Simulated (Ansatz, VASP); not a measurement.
**One calculation of B, two programs**

POSCAR

```
B
1.0
    1.8852400000      0.0000000000      0.0000000000
    0.0000000000      1.8852400000      0.0000000000
    0.0000000000      0.0000000000      1.8852400000
B
1
Direct
    0.5000000000      0.5000000000      0.5000000000
```

File INCAR.step1:

```
PREC = Accurate
ENCUT = 520
EDIFF = 1E-5
ISMEAR = -1
SIGMA = 0.05
LREAL = F
LASPH = T
NELM = 100
ALGO = Normal
ISIF = 2
LWAVE = T
LCHARG = F
GGA = PE
```

File INCAR.step2:

```
PREC = Accurate
ENCUT = 520
EDIFF = 1E-7
ISMEAR = -1
SIGMA = 0.05
LREAL = F
LASPH = T
NELM = 100
ALGO = Normal
ISIF = 2
LWAVE = F
LCHARG = F
GGA = PE
LHFCALC = T
HFSCREEN = 0.4
AEXX = 0.25
PRECFOCK = Fast
ISTART = 1
```

File KPOINTS:

```
regular mesh
0
Gamma
  7 7 7
```

Contents of input.yaml:

```yaml
crystal:
  lattice:
    - [1.88524, 0.0, 0.0]
    - [0.0, 1.88524, 0.0]
    - [0.0, 0.0, 1.88524]
  atoms:
    - { symbol: B, position: [0.5, 0.5, 0.5] }
hamiltonian:
  xc: { exchange: pbe, correlation: pbe, exx: { coeff: 0.25, omega: 0.4 } }
  pseudopotentials: { kind: paw }
kpoints:
  mp_grid: { grid: [7, 7, 7] }
scf:
  occupations: { method: fermi_dirac, width: 0.05 }
output:
  forces: true
  stress: true
  eigenvalues: true
  write_density: true
  write_potential: true
  elf: true
  volumetric_format: npy
```

The cell was built by a generator and needn't be a form met in nature.

Alike in both runs: task single point; functional HSE(alpha, omega); k mesh 7 × 7 × 7; occupations fermi-dirac, width 0.05 eV; no spin polarisation.

|  | VASP | Ansatz |
| --- | --- | --- |
| version | VASP 6.6.1 | Ansatz 0.2.0 |
| potentials or method | VASP PAW PBE potentials, release 64 (B) | Ansatz PAW |
| plane-wave cutoff (eV) | 520 | 420 |
| valence electrons in the cell | 3 | 3 |

|  | VASP | Ansatz | Ansatz less VASP |
| --- | --- | --- | --- |
| gap on the k mesh at the Fermi level (eV) | none | none | - |
| pressure (GPa) | -3.7 | -3.7 | -0.02 |

A gap of «none» marks a metal or a gap that the smearing closes. The functional is the same, so the differences come from potentials, cutoffs and numerics.

Caveats: the k mesh is coarse (spacing up to 0.48 Å⁻¹), so the values aren't converged, least of all with exact exchange; the PAW data sets were made with another functional, which shifts forces and pressure a little (VASP); the PAW data sets come from PBE, with cores solved anew for the run's functional, which leaves a small shift of forces and pressure (Ansatz); the thresholds are loose for stress (Ansatz).
